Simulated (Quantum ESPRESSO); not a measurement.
# CuO (Tenorite) (Cc) in Quantum ESPRESSO: reference runs

How does CuO (Tenorite) come out in PBE? The cell is run as given and disturbed.

All numbers are computed with Quantum ESPRESSO 7.5; they aren't measurements. Logs are shortened: lines on timing, memory, paths and dates and some standing lists are left out, and cuts for length are marked.

**1. The structure**

The structure is monoclinic, space group Cc (No. 9). The conventional cell has a = 4.689 Å, b = 3.427 Å, c = 5.132 Å, α = 90.00°, β = 99.65°, γ = 90.00°. Around Cu (site symmetry 1) lie 4 O at 1.91 to 2.02 Å. O (site symmetry 1) is surrounded by 4 Cu at 1.91 to 2.02 Å.

**2. Single point, PBE**

pw.in reads:

```
&CONTROL
  calculation = 'scf'
  prefix = 'pwscf'
  outdir = './tmp'
  pseudo_dir = './pseudo'
  tprnfor = .true.
  tstress = .true.
  disk_io = 'low'
/
&SYSTEM
  ibrav = 0
  celldm(1) = 8
  nat = 4
  ntyp = 2
  ecutwfc = 55
  ecutrho = 440
  nbnd = 25
  occupations = 'smearing'
  smearing = 'fd'
  degauss = 0.00367493
/
&ELECTRONS
  conv_thr = 8d-10
  electron_maxstep = 120
  mixing_beta = 0.5
/
ATOMIC_SPECIES
Cu    63.5460 Cu.paw.z_11.ld1.psl.v1.0.0-low.upf
O     15.9990 O.pbe-n-kjpaw_psl.0.1.UPF
CELL_PARAMETERS alat
  0.5538432947630  -0.4047320927417   0.0000000000000
  0.5538432947630   0.4047320927417   0.0000000000000
 -0.2032765058352   0.0000000000000   1.1951186408959
ATOMIC_POSITIONS crystal
Cu     0.4968000000    0.0032000000    0.5000000000
Cu     0.0032000000    0.4968000000    0.0000000000
O      0.4056000000    0.5714000000    0.7537000000
O      0.5714000000    0.4056000000    0.2537000000
K_POINTS automatic
10 10 5 0 0 0
```

pp_density.in reads:

```
&INPUTPP
  prefix = 'pwscf'
  outdir = './tmp'
  filplot = 'density.dat'
  plot_num = 0
/
&PLOT
  nfile = 1
  filepp(1) = 'density.dat'
  iflag = 3
  output_format = 6
  fileout = 'density.cube'
/
```

pp_potential.in reads:

```
&INPUTPP
  prefix = 'pwscf'
  outdir = './tmp'
  filplot = 'potential.dat'
  plot_num = 11
/
&PLOT
  nfile = 1
  filepp(1) = 'potential.dat'
  iflag = 3
  output_format = 6
  fileout = 'potential.cube'
/
```

Potentials or basis: SSSP 1.3 efficiency PBE.

Started as:

```sh
> OMP_NUM_THREADS=1 mpirun -n 2 pw.x -nk 2 -in pw.in > pw.out
> OMP_NUM_THREADS=1 mpirun -n 1 pp.x -in pp_density.in > pp_density.out
> OMP_NUM_THREADS=1 mpirun -n 1 pp.x -in pp_potential.in > pp_potential.out
```

pw.out:

```text
This program is part of the open-source Quantum ESPRESSO suite
     for quantum simulation of materials; please cite
         "P. Giannozzi et al., J. Phys.:Condens. Matter 21 395502 (2009);
         "P. Giannozzi et al., J. Phys.:Condens. Matter 29 465901 (2017);
         "P. Giannozzi et al., J. Chem. Phys. 152 154105 (2020);
     in publications or presentations arising from this work. More details at

     file Cu.paw.z_11.ld1.psl.v1.0.0-low.upf: wavefunction(s)  4S 3D renormalized
     file O.pbe-n-kjpaw_psl.0.1.UPF: wavefunction(s)  2P renormalized
     Message from routine setup:
     using ibrav=0 with symmetry is DISCOURAGED, use correct ibrav instead

     K-points division:     npool     =       2
     Subspace diagonalization in iterative solution of the eigenvalue problem:
     a serial algorithm will be used

     G-vector sticks info
     --------------------
     sticks:   dense  smooth     PW     G-vecs:    dense   smooth      PW
     Sum        1009     499    163                42765    15113    2697

     Using Slab Decomposition

     bravais-lattice index     =            0
     lattice parameter (alat)  =       8.0000  a.u.
     unit-cell volume          =     274.3251 (a.u.)^3
     number of atoms/cell      =            4
     number of atomic types    =            2
     number of electrons       =        34.00
     number of Kohn-Sham states=           25
     kinetic-energy cutoff     =      55.0000  Ry
     charge density cutoff     =     440.0000  Ry
     scf convergence threshold =      8.0E-10
     mixing beta               =       0.5000
     number of iterations used =            8  plain     mixing
     Exchange-correlation= SLA  PW   PBX  PBC
                           (   1   4   3   4   0   0   0)

     celldm(1)=   8.000000  celldm(2)=   0.000000  celldm(3)=   0.000000
     celldm(4)=   0.000000  celldm(5)=   0.000000  celldm(6)=   0.000000

     crystal axes: (cart. coord. in units of alat)
               a(1) = (   0.553843  -0.404732   0.000000 )
               a(2) = (   0.553843   0.404732   0.000000 )
               a(3) = (  -0.203277   0.000000   1.195119 )

     reciprocal axes: (cart. coord. in units 2 pi/alat)
               b(1) = (  0.902782 -1.235385  0.153553 )
               b(2) = (  0.902782  1.235385  0.153553 )
               b(3) = ( -0.000000  0.000000  0.836737 )

     PseudoPot. # 1 for Cu read from file:
     Cu.paw.z_11.ld1.psl.v1.0.0-low.upf
     Pseudo is Projector augmented-wave + core cor, Zval = 11.0
     Generated using &quot;atomic&quot; code by A. Dal Corso  v.6.3MaX
     Shape of augmentation charge: PSQ
     Using radial grid of 1199 points,  6 beta functions with:
                l(1) =   0
                l(2) =   0
                l(3) =   1
                l(4) =   1
                l(5) =   2
                l(6) =   2
     Q(r) pseudized with 0 coefficients

     PseudoPot. # 2 for O  read from file:
     O.pbe-n-kjpaw_psl.0.1.UPF
     Pseudo is Projector augmented-wave + core cor, Zval =  6.0
     Generated using "atomic" code by A. Dal Corso  v.5.0.99 svn rev. 10869
     Shape of augmentation charge: BESSEL
     Using radial grid of 1095 points,  4 beta functions with:
                l(1) =   0
                l(2) =   0
                l(3) =   1
                l(4) =   1
     Q(r) pseudized with 0 coefficients

     atomic species   valence    mass     pseudopotential
     Cu               11.00    63.54600     Cu( 1.00)
     O                 6.00    15.99900     O ( 1.00)

      2 Sym. Ops. (no inversion) found ( 1 have fractional translation)

   Cartesian axes

     site n.     atom                  positions (alat units)
         1        Cu     tau(   1) = (   0.1752834  -0.1997758   0.5975593  )
         2        Cu     tau(   2) = (   0.2769216   0.1997758   0.0000000  )
         3        O      tau(   3) = (   0.3878954   0.0671046   0.9007609  )
         4        O      tau(   4) = (   0.4895336  -0.0671046   0.3032016  )

     number of k points=   141  Fermi-Dirac smearing, width (Ry)=  0.0037

     Number of k-points >= 100: set verbosity='high' to print them.

     Dense  grid:    42765 G-vectors     FFT dimensions: (  40,  40,  72)

     Smooth grid:    15113 G-vectors     FFT dimensions: (  25,  25,  48)

     Initial potential from superposition of free atoms

     starting charge      33.9995, renormalised to      34.0000
     Starting wfcs are   26 randomized atomic wfcs
     Checking if some PAW data can be deallocated...

     Self-consistent Calculation

     iteration #  1     ecut=    55.00 Ry     beta= 0.50
     Davidson diagonalization with overlap
     ethr =  1.00E-02,  avg # of iterations =  4.7

     total energy              =    -508.89151183 Ry
     estimated scf accuracy    <       1.02628874 Ry

     iteration #  2     ecut=    55.00 Ry     beta= 0.50
     Davidson diagonalization with overlap
     ethr =  3.02E-03,  avg # of iterations =  2.0

     total energy              =    -509.09390019 Ry
     estimated scf accuracy    <       1.96048242 Ry

     iteration #  3     ecut=    55.00 Ry     beta= 0.50
     Davidson diagonalization with overlap
     ethr =  3.02E-03,  avg # of iterations =  2.0

     total energy              =    -509.38735946 Ry
     estimated scf accuracy    <       0.01236875 Ry

     iteration #  4     ecut=    55.00 Ry     beta= 0.50
     Davidson diagonalization with overlap
     ethr =  3.64E-05,  avg # of iterations =  4.2

     total energy              =    -509.38955620 Ry
     estimated scf accuracy    <       0.00220888 Ry

     iteration #  5     ecut=    55.00 Ry     beta= 0.50
     Davidson diagonalization with overlap
     ethr =  6.50E-06,  avg # of iterations =  3.2

     total energy              =    -509.38971068 Ry
     estimated scf accuracy    <       0.00004659 Ry

     iteration #  6     ecut=    55.00 Ry     beta= 0.50
     Davidson diagonalization with overlap
     ethr =  1.37E-07,  avg # of iterations =  3.5

     total energy              =    -509.38972402 Ry
     estimated scf accuracy    <       0.00000559 Ry

     iteration #  7     ecut=    55.00 Ry     beta= 0.50
     Davidson diagonalization with overlap
     ethr =  1.64E-08,  avg # of iterations =  2.1

     total energy              =    -509.38972507 Ry
     estimated scf accuracy    <       0.00000120 Ry

     iteration #  8     ecut=    55.00 Ry     beta= 0.50
     Davidson diagonalization with overlap
     ethr =  3.52E-09,  avg # of iterations =  1.3

     total energy              =    -509.38972524 Ry
     estimated scf accuracy    <       0.00000002 Ry

     iteration #  9     ecut=    55.00 Ry     beta= 0.50
     Davidson diagonalization with overlap
     ethr =  7.33E-11,  avg # of iterations =  3.5

     total energy              =    -509.38972525 Ry
     estimated scf accuracy    <          3.5E-09 Ry

     iteration # 10     ecut=    55.00 Ry     beta= 0.50
     Davidson diagonalization with overlap
     ethr =  1.03E-11,  avg # of iterations =  2.1

     End of self-consistent calculation

     Number of k-points >= 100: set verbosity='high' to print the bands.

     the Fermi energy is     9.8108 ev

!    total energy              =    -509.38972526 Ry
     total all-electron energy =     -6920.843042 Ry
     estimated scf accuracy    <          3.9E-10 Ry
     smearing contrib. (-TS)   =      -0.00140668 Ry
     internal energy E=F+TS    =    -509.38831858 Ry

     The total energy is F=E-TS. E is the sum of the following terms:
     one-electron contribution =     -82.61822822 Ry
     hartree contribution      =      81.82064274 Ry
     xc contribution           =    -104.00742557 Ry
     ewald contribution        =    -205.84197510 Ry
     one-center paw contrib.   =    -198.74133242 Ry

     convergence has been achieved in  10 iterations

     Forces acting on atoms (cartesian axes, Ry/au):

     atom    1 type  1   force =    -0.02497895   -0.01381791    0.00967933
     atom    2 type  1   force =    -0.02497895    0.01381791    0.00967933
     atom    3 type  2   force =     0.02497895   -0.01153216   -0.00967933
     atom    4 type  2   force =     0.02497895    0.01153216   -0.00967933

     Total force =     0.059316     Total SCF correction =     0.000007

     Computing stress (Cartesian axis) and pressure

          total   stress  (Ry/bohr**3)                   (kbar)     P=       54.17
   0.00035553   0.00000000  -0.00012064           52.30        0.00      -17.75
   0.00000000   0.00042749   0.00000000            0.00       62.89        0.00
  -0.00012064  -0.00000000   0.00032171          -17.75       -0.00       47.33

=------------------------------------------------------------------------------=
   JOB DONE.
=------------------------------------------------------------------------------=
```

It took 1.9 min on 2 MPI ranks of AMD EPYC (Zen 3), shared host; peak memory 0.38 GiB.

What came out:

| Item | Value |
| --- | --- |
| Free energy | -6930.6003 eV |
| Pressure | 5.4 GPa |
| Largest force | 0.775 eV/Å |
| Band gap on the k mesh | none (metal or under the smearing width) |

Forces on the atoms (eV/Å):
```
Cu  -0.642 -0.355  0.249
Cu  -0.642  0.355  0.249
O    0.642 -0.297 -0.249
O    0.642  0.297 -0.249
```

Stress tensor (GPa, compression positive):
```
 5.23  0.00 -1.77
 0.00  6.29  0.00
-1.77  0.00  4.73
```

Caveat: the run has no spin polarisation, though such a crystal can be magnetic; semilocal functionals often make such compounds metallic where correlation or magnetic order opens a gap, which also shifts bond lengths.

**3. Single point, PBE (atoms moved at random, drawn with an rms of 0.05 Å)**

pw.in reads:

```
&CONTROL
  calculation = 'scf'
  prefix = 'pwscf'
  outdir = './tmp'
  pseudo_dir = './pseudo'
  tprnfor = .true.
  tstress = .true.
  disk_io = 'nowf'
/
&SYSTEM
  ibrav = 0
  nat = 4
  ntyp = 2
  ecutwfc = 55
  ecutrho = 440
  nbnd = 25
  occupations = 'smearing'
  smearing = 'fd'
  degauss = 0.00367493
/
&ELECTRONS
  conv_thr = 8d-10
  electron_maxstep = 120
  mixing_beta = 0.5
/
ATOMIC_SPECIES
Cu    63.5460 Cu.paw.z_11.ld1.psl.v1.0.0-low.upf
O     15.9990 O.pbe-n-kjpaw_psl.0.1.UPF
CELL_PARAMETERS angstrom
   2.3446500000   -1.7134000000    0.0000000000
   2.3446500000    1.7134000000    0.0000000000
  -0.8605543552    0.0000000000    5.0594363927
ATOMIC_POSITIONS crystal
Cu     0.5057020000   -0.0099960000    0.4952360000
Cu     0.0115430000    0.5010150000   -0.0027230000
O      0.4001180000    0.5775250000    0.7609880000
O      0.5763470000    0.4140770000    0.2581400000
K_POINTS automatic
10 10 5 0 0 0
```

Potentials or basis: SSSP 1.3 efficiency PBE.

Started as:

```sh
> OMP_NUM_THREADS=1 mpirun -n 2 pw.x -nk 2 -in pw.in > pw.out
```

pw.out:

```text
This program is part of the open-source Quantum ESPRESSO suite
     for quantum simulation of materials; please cite
         "P. Giannozzi et al., J. Phys.:Condens. Matter 21 395502 (2009);
         "P. Giannozzi et al., J. Phys.:Condens. Matter 29 465901 (2017);
         "P. Giannozzi et al., J. Chem. Phys. 152 154105 (2020);
     in publications or presentations arising from this work. More details at

     file Cu.paw.z_11.ld1.psl.v1.0.0-low.upf: wavefunction(s)  4S 3D renormalized
     file O.pbe-n-kjpaw_psl.0.1.UPF: wavefunction(s)  2P renormalized

     K-points division:     npool     =       2
     Subspace diagonalization in iterative solution of the eigenvalue problem:
     a serial algorithm will be used

     G-vector sticks info
     --------------------
     sticks:   dense  smooth     PW     G-vecs:    dense   smooth      PW
     Sum        1009     499    163                42765    15113    2697

     Using Slab Decomposition

     bravais-lattice index     =            0
     lattice parameter (alat)  =       5.4877  a.u.
     unit-cell volume          =     274.3251 (a.u.)^3
     number of atoms/cell      =            4
     number of atomic types    =            2
     number of electrons       =        34.00
     number of Kohn-Sham states=           25
     kinetic-energy cutoff     =      55.0000  Ry
     charge density cutoff     =     440.0000  Ry
     scf convergence threshold =      8.0E-10
     mixing beta               =       0.5000
     number of iterations used =            8  plain     mixing
     Exchange-correlation= SLA  PW   PBX  PBC
                           (   1   4   3   4   0   0   0)

     celldm(1)=   5.487734  celldm(2)=   0.000000  celldm(3)=   0.000000
     celldm(4)=   0.000000  celldm(5)=   0.000000  celldm(6)=   0.000000

     crystal axes: (cart. coord. in units of alat)
               a(1) = (   0.807391  -0.590017   0.000000 )
               a(2) = (   0.807391   0.590017   0.000000 )
               a(3) = (  -0.296336   0.000000   1.742240 )

     reciprocal axes: (cart. coord. in units 2 pi/alat)
               b(1) = (  0.619279 -0.847433  0.105332 )
               b(2) = (  0.619279  0.847433  0.105332 )
               b(3) = ( -0.000000  0.000000  0.573974 )

     PseudoPot. # 1 for Cu read from file:
     Cu.paw.z_11.ld1.psl.v1.0.0-low.upf
     Pseudo is Projector augmented-wave + core cor, Zval = 11.0
     Generated using &quot;atomic&quot; code by A. Dal Corso  v.6.3MaX
     Shape of augmentation charge: PSQ
     Using radial grid of 1199 points,  6 beta functions with:
                l(1) =   0
                l(2) =   0
                l(3) =   1
                l(4) =   1
                l(5) =   2
                l(6) =   2
     Q(r) pseudized with 0 coefficients

     PseudoPot. # 2 for O  read from file:
     O.pbe-n-kjpaw_psl.0.1.UPF
     Pseudo is Projector augmented-wave + core cor, Zval =  6.0
     Generated using "atomic" code by A. Dal Corso  v.5.0.99 svn rev. 10869
     Shape of augmentation charge: BESSEL
     Using radial grid of 1095 points,  4 beta functions with:
                l(1) =   0
                l(2) =   0
                l(3) =   1
                l(4) =   1
     Q(r) pseudized with 0 coefficients

     atomic species   valence    mass     pseudopotential
     Cu               11.00    63.54600     Cu( 1.00)
     O                 6.00    15.99900     O ( 1.00)

     No symmetry found

   Cartesian axes

     site n.     atom                  positions (alat units)
         1        Cu     tau(   1) = (   0.2534723  -0.3042706   0.8628198  )
         2        Cu     tau(   2) = (   0.4146415   0.2887968  -0.0047441  )
         3        O      tau(   3) = (   0.5638320   0.1046731   1.3258235  )
         4        O      tau(   4) = (   0.7231631  -0.0957421   0.4497418  )

     number of k points=   252  Fermi-Dirac smearing, width (Ry)=  0.0037

     Number of k-points >= 100: set verbosity='high' to print them.

     Dense  grid:    42765 G-vectors     FFT dimensions: (  40,  40,  72)

     Smooth grid:    15113 G-vectors     FFT dimensions: (  25,  25,  45)

     Initial potential from superposition of free atoms

     starting charge      33.9995, renormalised to      34.0000
     Starting wfcs are   26 randomized atomic wfcs
     Checking if some PAW data can be deallocated...

     Self-consistent Calculation

     iteration #  1     ecut=    55.00 Ry     beta= 0.50
     Davidson diagonalization with overlap
     ethr =  1.00E-02,  avg # of iterations =  4.6

     total energy              =    -508.87263904 Ry
     estimated scf accuracy    <       1.04700934 Ry

     iteration #  2     ecut=    55.00 Ry     beta= 0.50
     Davidson diagonalization with overlap
     ethr =  3.08E-03,  avg # of iterations =  2.1

     total energy              =    -509.09476200 Ry
     estimated scf accuracy    <       1.98934143 Ry

     iteration #  3     ecut=    55.00 Ry     beta= 0.50
     Davidson diagonalization with overlap
     ethr =  3.08E-03,  avg # of iterations =  2.0
[... 57 lines left out ...]
     total energy              =    -509.38388231 Ry
     estimated scf accuracy    <       0.00000001 Ry

     iteration # 12     ecut=    55.00 Ry     beta= 0.50
     Davidson diagonalization with overlap
     ethr =  3.36E-11,  avg # of iterations =  4.0

     total energy              =    -509.38388232 Ry
     estimated scf accuracy    <          1.8E-09 Ry

     iteration # 13     ecut=    55.00 Ry     beta= 0.50
     Davidson diagonalization with overlap
     ethr =  5.32E-12,  avg # of iterations =  1.7

     End of self-consistent calculation

     Number of k-points >= 100: set verbosity='high' to print the bands.

     the Fermi energy is     9.8021 ev

!    total energy              =    -509.38388232 Ry
     total all-electron energy =     -6920.837199 Ry
     estimated scf accuracy    <          1.1E-10 Ry
     smearing contrib. (-TS)   =      -0.00138241 Ry
     internal energy E=F+TS    =    -509.38249991 Ry

     The total energy is F=E-TS. E is the sum of the following terms:
     one-electron contribution =     -82.77751825 Ry
     hartree contribution      =      81.89713283 Ry
     xc contribution           =    -104.01292766 Ry
     ewald contribution        =    -205.74735350 Ry
     one-center paw contrib.   =    -198.74183331 Ry

     convergence has been achieved in  13 iterations

     Forces acting on atoms (cartesian axes, Ry/au):

     atom    1 type  1   force =    -0.00837144    0.00900106    0.03483348
     atom    2 type  1   force =    -0.04450016    0.02068027    0.03221477
     atom    3 type  2   force =     0.03609638   -0.02919722   -0.04182967
     atom    4 type  2   force =     0.01677522   -0.00048412   -0.02521858

     Total force =     0.098148     Total SCF correction =     0.000014

     Computing stress (Cartesian axis) and pressure

          total   stress  (Ry/bohr**3)                   (kbar)     P=       62.90
   0.00046182  -0.00000220  -0.00019232           67.94       -0.32      -28.29
  -0.00000220   0.00044132   0.00005205           -0.32       64.92        7.66
  -0.00019232   0.00005205   0.00037968          -28.29        7.66       55.85

=------------------------------------------------------------------------------=
   JOB DONE.
=------------------------------------------------------------------------------=
```

Wall time 3.2 min (2 MPI ranks of AMD EPYC (Zen 3), shared host); peak memory 0.46 GiB.

What came out:

```
Free energy            : -6930.5208 eV
Pressure               : 6.3 GPa
Largest force          : 1.607 eV/Å
Band gap on the k mesh : none (metal or under the smearing width)
```

Forces in eV/Å, atoms in the order of the input:
```
Cu  -0.215  0.231  0.896
Cu  -1.144  0.532  0.828
O    0.928 -0.751 -1.075
O    0.431 -0.012 -0.648
```

Levels at points of the mesh, in eV from the Fermi level:
| k point | band 15 | band 16 | band 17 | band 18 | band 19 | band 20 |
| --- | --- | --- | --- | --- | --- | --- |
| (0.00, 0.00, 0.00) | -2.06 | -1.63 | 0.21 | 0.92 | 1.68 | 6.02 |
| (0.00, -0.50, 0.00) | -1.48 | -1.35 | -0.11 | 0.36 | 4.87 | 6.28 |
| (-0.50, -0.50, 0.00) | -1.67 | -1.21 | -0.65 | 1.02 | 3.38 | 6.95 |
| (0.50, 0.00, 0.00) | -1.48 | -1.38 | 0.00 | 0.27 | 4.92 | 6.29 |

Caveat: the run has no spin polarisation, though such a crystal can be magnetic; semilocal functionals often make such compounds metallic where correlation or magnetic order opens a gap, which also shifts bond lengths.
